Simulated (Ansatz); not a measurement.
LaAlO3:
```
LaAlO3
1.0
    2.67665     1.54536     4.34951
   -2.67665     1.54536     4.34951
    0.00000    -3.09073     4.34951
La Al O
2 2 6
Direct
  0.25000   0.25000   0.25000
  0.75000   0.75000   0.75000
  0.00000   0.00000   0.00000
  0.50000   0.50000   0.50000
  0.78590   0.71410   0.25000
  0.25000   0.78590   0.71410
  0.71410   0.25000   0.78590
  0.21410   0.28590   0.75000
  0.75000   0.21410   0.28590
  0.28590   0.75000   0.21410
```

Relaxed with PBEsol.

Question: Give the optical modes at the zone centre with their infrared activity from DFPT, DFT-PBEsol in the program Ansatz with PAW potentials.

Answer: Transverse frequencies, without the LO–TO term; a row sums one degenerate level.

| ω (cm⁻¹) | degeneracy | IR ((D/Å)²/amu) | activity | symmetry |
|---|---|---|---|---|
| 26 | 2 | 0.00 | IR-inactive | Eg |
| 136 | 1 | 0.00 | IR-inactive | A2g |
| 152 | 2 | 0.00 | IR-inactive | Eg |
| 160 | 1 | 27.31 | IR | A2u |
| 181 | 1 | 0.00 | IR-inactive | A1g |
| 183 | 2 | 52.86 | IR | Eu |
| 291 | 2 | 0.38 | IR | Eu |
| 348 | 1 | 0.00 | IR-inactive | A1u |
| 409 | 1 | 33.70 | IR | A2u |
| 415 | 2 | 80.04 | IR | Eu |
| 442 | 1 | 0.00 | IR-inactive | A2g |
| 463 | 2 | 0.00 | IR-inactive | Eg |
| 473 | 2 | 0.00 | IR-inactive | Eg |
| 486 | 2 | 0.46 | IR | Eu |
| 489 | 1 | 0.00 | IR-inactive | A1u |
| 634 | 1 | 9.62 | IR | A2u |
| 649 | 2 | 16.07 | IR | Eu |
| 752 | 1 | 0.00 | IR-inactive | A2g |

Question: How high does the top mode go among those that the LO–TO term moves?

Answer: 726 cm⁻¹ for q along x, 726 cm⁻¹ for q along y, 717 cm⁻¹ for q along z.

Space group R-3c. Symmetry was held in the PBEsol relaxation; of distortions, only those at the zone centre were tested. Spin–orbit coupling is left out wherever it is not named.

Potentials: the later of the program's two PAW sets.
